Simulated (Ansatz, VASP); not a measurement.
# SiC (honeycomb SiC 4 layers, AA'): VASP beside Ansatz

One calculation is typed for both programs; each brings its own data sets. How far apart do they land? The structure shown is the start of the Ansatz relaxation below; VASP solves that cell, so the two are compared at the walk's first step.

Calculated with Ansatz 0.2.0; plane waves, with VASP 6.6.1 beside it; single point at PBE with D3(BJ).

### Step 1. Starting point

The cell holds 8 atoms: 4 C and 4 Si. Cell: a = 3.100 Å, b = 3.100 Å, c = 51.050 Å, α = 90.0°, β = 90.0°, γ = 120.0°. Vacuum lies along c.

### Step 2. Ansatz: relaxation, PBE with D3(BJ)

Ansatz runs on its default PAW (the set named soft_2) files.

The two programs are compared at the cell with which this relaxation starts, whose forces are those of its first step.

Input file input.yaml:

```yaml
crystal:
  lattice:
    - [3.1, 0.0, 0.0]
    - [-1.55, 2.6846787517, 0.0]
    - [0.0, 0.0, 51.0499999985]
  atoms:
    - { symbol: C, position: [0.6666666667, 0.3333333333, 0.4015670911] }
    - { symbol: Si, position: [0.3333333333, 0.6666666667, 0.4015670911] }
    - { symbol: C, position: [0.3333333333, 0.6666666667, 0.4671890304] }
    - { symbol: Si, position: [0.6666666667, 0.3333333333, 0.4671890304] }
    - { symbol: C, position: [0.6666666667, 0.3333333333, 0.5328109696] }
    - { symbol: Si, position: [0.3333333333, 0.6666666667, 0.5328109696] }
    - { symbol: C, position: [0.3333333333, 0.6666666667, 0.5984329089] }
    - { symbol: Si, position: [0.6666666667, 0.3333333333, 0.5984329089] }
  periodic: [true, true, false]
kpoints:
  mp_grid: { grid: [12, 12, 1] }
hamiltonian:
  xc: pbe
  dispersion: d3bj
scf:
  occupations: { method: fermi_dirac, width: 0.05 }
  convergence: { dr2_threshold: 1.0e-09 }
relax:
  f_tol: 0.004
  max_steps: 90
  cell: {}
output:
  write_potential: true
  write_density: true
  volumetric_format: npy
```

On the command line:

```console
$ ansatz run input.yaml --threads 2 --pin off --max-ram 3072MiB --backend cpu --events-out ev --progress --plain --runs-dir out
```

Numbers of over 12 decimals in the logs are rounded to 6 here.

Output:

```text
Warning: relax.cell: scf.convergence.dr2_threshold = 1e-9 eV is looser than the 1.9900373757e-10 eV advised for a relaxation that steers and ends on the stress (1e-10 eV for each atom of the cell: 8, times the square of relax.cell.stress_2d_tol = 0.05 N/m over 20.0 Å (the atoms' height at the walk's start and 5 Å past either face), 2.494e-2 GPa, over a crystal's default 0.05). What an SCF threshold leaves in a stress goes as its square root, and in the free energy as the threshold itself, and one threshold admits the most on a small cell: [figures from the program's tests cut] Set scf.convergence.dr2_threshold to 1.9900373757e-10 eV or tighter. [rest of the remark cut]
Engine: ansatz 0.2.0, aarch64-unknown-linux-gnu
Pseudopotentials: kind: paw
Pseudopotential: C, paw, valence charge 4, recommended cutoff 420 eV (normal), C.paw.azcp
Pseudopotential: Si, paw, valence charge 4, recommended cutoff 420 eV (normal), Si.paw.azcp
Functional definition: PBE
  parameter kappa = 0.804
  parameter beta = 0.066725
  exchange = pbe_x(kappa = kappa, mu = beta*pi^2/3)
  correlation = pbe_c(beta = beta)
Crystal: 8 atoms, lattice volume = 424.864 Å³
Basis set: ecut = 420 eV, 8259 PW (Γ), exchange–correlation on 48×48×720 points (8 copies of the dense FFT grid, shifted against one another)
Bands: 24, of which v1, the nominal top of the filled ones, is band 16 counted from 1 (15 counted from 0)
Symmetry: 12 space group operations
Space group: P-3m1 (ITA 164), of the structure as read, at distance tolerance 7.5e-5 Å
k-points: 19 of 144
Non-local potential: C, projectors of the file, l = 0: 2, l = 1: 2, l = 2: 1
Non-local potential: Si, projectors of the file, l = 0: 2, l = 1: 2, l = 2: 2
PAW form: soft (Blöchl's): semilocal exchange-correlation on the pseudo side does not see the compensation charge
PAW one-centre angular grid: C, 110 points (default); XC on 64 Gauss nodes
PAW one-centre angular grid: Si, 110 points (default); XC on 64 Gauss nodes
Initial density: superposition of atomic densities (neutral atoms: chi_scale 0, normalization atom), corrected by the library's trained network
Initial wavefunctions: pseudopotential atomic-orbital guess
Functional: x = pbe(κ = 0.804, μ = 0.219515), c = pbe(β = 0.066725)
SCF iter   1: F=—  HF=-3546.429008 eV  |F-HF|=—  |Δ(HF+E_count)|=         —  Δρ=1.59e-3  dr2=1.84e-2  ethr=1.77e-3  ⟨swp⟩=15.1  Hψ=4572  notcnv=0  defer=3
preconditioner: auto → Resta (q_TF=auto, 1.773 Å⁻¹)  ε∞=2.0  [insulator: Δε(μ)=2.164 eV  Ē_g=10.325 eV  σ=0.050 eV  W_gap=1.00  n_scr=28 (ndim 8)  ℏωp=10.2 eV  f_vac=0.713  D(μ)=0.00/eV (n_scr^D=0)  ε∞_Penn≈2.0  vacuum switching on, ρ_ref=7.7e-3 e/Å³]
SCF iter   2: F=—  HF=-3546.428356 eV  |F-HF|=—  |Δ(HF+E_count)|=   6.51e-4  Δρ=7.62e-4  dr2=3.44e-3  ethr=5.74e-5  ⟨swp⟩=3.5  Hψ=1199  notcnv=0  defer=45
SCF iter   3: F=—  HF=-3546.428665 eV  |F-HF|=—  |Δ(HF+E_count)|=   3.08e-4  Δρ=3.49e-4  dr2=9.56e-4  ethr=1.07e-5  ⟨swp⟩=3.3  Hψ=880  notcnv=0  defer=45
SCF iter   4: F=—  HF=-3546.428880 eV  |F-HF|=—  |Δ(HF+E_count)|=   2.15e-4  Δρ=9.99e-5  dr2=1.69e-4  ethr=2.99e-6  ⟨swp⟩=3.3  Hψ=812  notcnv=0  defer=45
SCF iter   5: F=—  HF=-3546.428863 eV  |F-HF|=—  |Δ(HF+E_count)|=   1.67e-5  Δρ=3.35e-5  dr2=3.44e-6  ethr=5.30e-7  ⟨swp⟩=2.8  Hψ=781  notcnv=0  defer=45
SCF iter   6: F=—  HF=-3546.428843 eV  |F-HF|=—  |Δ(HF+E_count)|=   2.03e-5  Δρ=6.96e-6  dr2=4.57e-7  ethr=1.07e-8  ⟨swp⟩=3.4  Hψ=987  notcnv=0  defer=45
SCF iter   7: F=—  HF=-3546.428843 eV  |F-HF|=—  |Δ(HF+E_count)|=   2.54e-8  Δρ=2.66e-6  dr2=2.73e-8  ethr=1.43e-9  ⟨swp⟩=2.9  Hψ=791  notcnv=0  defer=45
SCF iter   8: F=—  HF=-3546.428843 eV  |F-HF|=—  |Δ(HF+E_count)|=   5.88e-9  Δρ=8.52e-7  dr2=1.69e-9  ethr=8.52e-11  ⟨swp⟩=2.8  Hψ=845  notcnv=0  defer=45
SCF iter   9: F=-3546.428843 eV  HF=-3546.428843 eV  |F-HF|=3.27e-10  |Δ(HF+E_count)|=   1.79e-9  Δρ=3.19e-7  dr2=6.11e-10  ethr=3.13e-12  ⟨swp⟩=11.1  Hψ=3365  notcnv=0
SCF 1 converged in 9 iterations: F = -3546.428843 eV  dr2 = 6.11e-10
  greatest PAW one-centre occupation: 0.652 electrons in one spin orbital (limit 2), on the C atom at site 4 (counted from 0), in its partial waves of l = 0
relax step   1: F+E_penalty+E_count = -3546.42884272 eV  Δ(F+E_penalty+E_count) = +0.000e0 eV  max|allowed force component| = 2.454e-1 eV/Å  Δτ_max = 0.0000 Å  P = -2.909 N/m  Ω = 424.864 Å³  fix = [c, alpha, beta]  reactions: c -0.000 N/m  (9 SCF iters, accepted)
Crystal: 8 atoms, lattice volume = 423.529 Å³
[...]
SCF iter   1: F=—  HF=-3546.976576 eV  |F-HF|=—  |Δ(HF+E_count)|=         —  Δρ=2.49e-6  dr2=1.44e-8  ethr=2.09e-7  ⟨swp⟩=6.8  Hψ=7339  notcnv=0
eigensolver tolerance schedule: the retry pair's looser diagonalisation over-reported the residual by 4632.77 of it (diagonalisation noise at 0.45 of the residual, at the tolerance the schedule requests for it); recorded, not acted on — ethr = c·dr2/N_el stays at c = 1.0e-1
preconditioner: auto → Resta (q_TF=auto, 1.763 Å⁻¹)  ε∞=1.8  [insulator: Δε(μ)=1.168 eV  Ē_g=11.302 eV  σ=0.050 eV  W_gap=1.00  n_scr=28 (ndim 8)  ℏωp=10.0 eV  f_vac=0.774  D(μ)=0.00/eV (n_scr^D=0)  ε∞_Penn≈1.8  vacuum switching on, ρ_ref=9.3e-3 e/Å³]
SCF iter   2: F=—  HF=-3546.976474 eV  |F-HF|=—  |Δ(HF+E_count)|=   1.01e-4  Δρ=1.26e-6  dr2=8.63e-9  ethr=4.50e-11  ⟨swp⟩=6.2  Hψ=1825  notcnv=0
SCF iter   3: F=—  HF=-3546.976475 eV  |F-HF|=—  |Δ(HF+E_count)|=   2.78e-7  Δρ=8.38e-7  dr2=1.56e-9  ethr=2.70e-11  ⟨swp⟩=2.7  Hψ=658  notcnv=0
iter 4 met the thresholds in force, and the SCF goes on: an eigenvalue changes by 6.40 meV, over its tolerance of 1.10 meV (output.eigenvalues, Limitations)
SCF iter   4: F=-3546.976475 eV  HF=-3546.976475 eV  |F-HF|=3.98e-7  |Δ(HF+E_count)|=   5.13e-7  Δρ=4.90e-7  dr2=7.99e-10  ethr=3.13e-12  ⟨swp⟩=21.9  Hψ=4752  notcnv=0
iter 5 met the thresholds in force, and the SCF goes on: an eigenvalue changes by 4.31 meV, over its tolerance of 1.04 meV (output.eigenvalues, Limitations)
SCF iter   5: F=-3546.976475 eV  HF=-3546.976475 eV  |F-HF|=7.77e-8  |Δ(HF+E_count)|=   3.21e-7  Δρ=1.26e-7  dr2=5.00e-11  ethr=2.50e-12  ⟨swp⟩=12.3  Hψ=3685  notcnv=0
Mixer restart at iter 5: flushing history
SCF iter   6: F=-3546.976475 eV  HF=-3546.976475 eV  |F-HF|=1.00e-9  |Δ(HF+E_count)|=   7.79e-8  Δρ=1.52e-7  dr2=1.01e-9  ethr=1.00e-12  ⟨swp⟩=2.8  Hψ=690  notcnv=0  κ⁻¹=1.0e0(r=1)
SCF iter   7: F=-3546.976475 eV  HF=-3546.976475 eV  |F-HF|=7.37e-11  |Δ(HF+E_count)|=  1.75e-10  Δρ=1.74e-8  dr2=7.10e-12  ethr=1.00e-12  ⟨swp⟩=11.8  Hψ=3626  notcnv=0
SCF 18 converged in 7 iterations: F = -3546.976475 eV  dr2 = 7.10e-12
relax step  18: F+E_penalty+E_count = -3546.97647548 eV  Δ(F+E_penalty+E_count) = -1.001e-4 eV  max|allowed force component| = 8.616e-4 eV/Å  Δτ_max = 0.0000 Å  P = -0.032 N/m  Ω = 438.853 Å³  fix = [c, alpha, beta]  reactions: c -0.000 N/m  stress off target by 3.18e-2 N/m on what of the cell is left free  SCF on the basis re-selected at this cell (its energy is not comparable with the rows above)  (7 SCF iters)
basis re-selected at this cell: Δ(F+E_penalty+E_count) = -1.001e-4 eV, ΔP = +0.001 N/m vs the last step (what re-selecting the basis moved, of the pressure what is left beyond the Pulay correction that the steps carried, after the strain that the cell walked since its last selection, with what the two solves' SCF thresholds leave and, on support functions, any second-order correction that the steps lacked; it is no m [...]
WARN: The output density's exchange-correlation potential varies sharply where the density is thin. Do not read a vacuum level from v_tot or v_xc, or from such a field of the output density. On a cell that repeats whose density bears no net charge and no dipole along the vacuum's axis use v_es (v_loc + v_h of the components); under efield.dipole_correction with no amplitude use v_es + v_field, which holds any externa [...]
SCF converged after 7 iterations
an eigenvalue changed by more than its tolerance at an iteration that met the thresholds in force, so the SCF went on 2 times, its first undamped step at iteration 5: the last check found none over its tolerance
Free energy (F): -3546.976475 eV
Harris-Foulkes:  -3546.976475 eV  (|F-HF|=7.37e-11)
Internal energy: -3546.976474 eV  (E = F + TS)
E sigma→0 (E₀):  -3546.976475 eV
Entropy (-TS):   -0.000001 eV (-0.000 meV/atom)
Fermi energy:    -4.293443 eV
--- Per-component energies (eV) ---
  E_band       = -370.913710
  E_kinetic    = 542.461154
  E_local      = -104217.666925  (includes V_loc(G=0)·N_el)
  E_nonlocal   = 206.484350
  E_hartree    = 51784.994221
  E_xc         = -420.739865
  E_vxc        = -435.672861  (∫ρ·V_xc dr)
  E_paw        = -2447.939962  (= ΣΔE_a)
  E_vpaw       = -36.507716  (= ΣTr[D̂ρ^β])
  E_aug_tail   = 0.000053  (compensation charges beyond the density's cutoff)
  E_ewald      = 51007.348456
  E_disp       = -1.917956  (pairwise vdW)
  E_smearing   = -0.000001  (= −TS)
  E_closure    = 0.000000  (closes the sum)
  Σ components = -3546.976475   (vs F -3546.976475, Δ=0.00e0)
--- Forces (eV/Å), atoms counted from 1 ---
  atom   1  C      0.00000000     0.00000000     0.00025345
  atom   2  Si    -0.00000000    -0.00000000     0.00051992
  atom   3  C      0.00000000    -0.00000000    -0.00032477
  atom   4  Si     0.00000000     0.00000000    -0.00086158
  atom   5  C      0.00000000     0.00000000     0.00032477
  atom   6  Si     0.00000000    -0.00000000     0.00086158
  atom   7  C      0.00000000    -0.00000000    -0.00025345
  atom   8  Si     0.00000000     0.00000000    -0.00051992
  max |Σ_I F_I| component: 4.63e-17 eV/Å
--- 2D stress c σ (N/m, compression-positive) ---
       -0.031792       0.000000       0.000000
        0.000000      -0.031792      -0.000000
        0.000000      -0.000000      -0.000000
  P = ½ c Tr σ = -0.0318 N/m
--- Band table (eV; the first three rows and the last of 19) ---
  k-point 0: bands = [... 12 lower, -6.7029, -6.5568, -6.5568, -5.3079, -1.6628, -1.2184, -0.7420, -0.4925, ... 4 higher]
  k-point 1: bands = [... 12 lower, -6.8021, -6.7939, -6.6319, -5.1095, -1.3753, -1.0296, -0.5755, -0.4249, ... 4 higher]
  k-point 2: bands = [... 12 lower, -7.0697, -6.8522, -6.4385, -4.9343, -1.5857, -1.1997, -0.6551, -0.4303, ... 4 higher]
  k-point 18: bands = [... 12 lower, -7.8282, -7.8282, -6.3456, -6.3456, -1.1315, -0.9595, -0.9595, 0.2471, ... 4 higher]
  the weakly bound empty levels are not read free of the cell's end (no_gap_told)
--- Relaxed structure (16 steps of the walk, 15 accepted, 2 SCFs on fresh bases) ---
  F+E_penalty+E_count = -3546.97647548 eV   max|allowed force component| = 8.616e-4 eV/Å   (the final SCF, on the basis selected at the relaxed cell)
  cell:  # Å, volume = 438.8529 Å³
    - [3.150622, 0, 0]
    - [-1.575311, 2.728519, 0]
    - [0, 0, 51.0499999985]
  atoms:
    - { symbol: C, position: [0.666667, 0.333333, 0.429391] }
    - { symbol: Si, position: [0.333333, 0.666667, 0.432279] }
    - { symbol: C, position: [0.333333, 0.666667, 0.474615] }
    - { symbol: Si, position: [0.666667, 0.333333, 0.472663] }
    - { symbol: C, position: [0.666667, 0.333333, 0.525385] }
    - { symbol: Si, position: [0.333333, 0.666667, 0.527337] }
    - { symbol: C, position: [0.333333, 0.666667, 0.570609] }
    - { symbol: Si, position: [0.666667, 0.333333, 0.567721] }
```

[end of part 1 of 2]

[Lines on the potential files, build, host, timing and source positions are cut from VASP's logs without a mark.]

[Logs are printed without paths, hosts, clocks, repeated set-up lines and the standing remarks that a program may print on its own settings, such as how far it seeks lower states.]

[Hosts, paths, dates, database ids (printed as entryN), source tags and the programs' standing remarks are cut or masked in the printed files.]
